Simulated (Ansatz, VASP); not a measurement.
# Two plane-wave programs on Li2O

```
CELL_PARAMETERS angstrom
0.00000 2.31303 2.31303
2.31303 0.00000 2.31303
2.31303 2.31303 0.00000
ATOMIC_POSITIONS crystal
Li 0.25000 0.25000 0.25000
Li 0.75000 0.75000 0.75000
O 0.00000 0.00000 0.00000
```

Alike in both runs: functional PBE; k mesh 8 × 8 × 8; occupations gaussian, width 0.02 eV; no spin polarisation.

Ansatz relaxed the structure, and its values are those at the end. VASP's run is a single point on that final structure, the one shown.

|  | VASP | Ansatz |
| --- | --- | --- |
| version | VASP 6.6.1 | Ansatz 0.2.0 |
| potentials or method | VASP PAW PBE potentials, release 64 (Li_sv, O) | scalar-relativistic, plane waves, PAW |
| plane-wave cutoff (eV) | 520 | 420 |
| valence electrons in the cell | 12 | 12 |

VASP gave:

- gap on the k mesh at the Fermi level (eV): 4.96
- least direct gap on the mesh (eV): 5.25

**Question.** What did Ansatz give for the same quantities?

**Answer.** gap on the k mesh at the Fermi level (eV): 4.98; least direct gap on the mesh (eV): 5.24.

 A k mesh can miss the band edges. As with any semilocal functional, this PBE gap is likely too small.
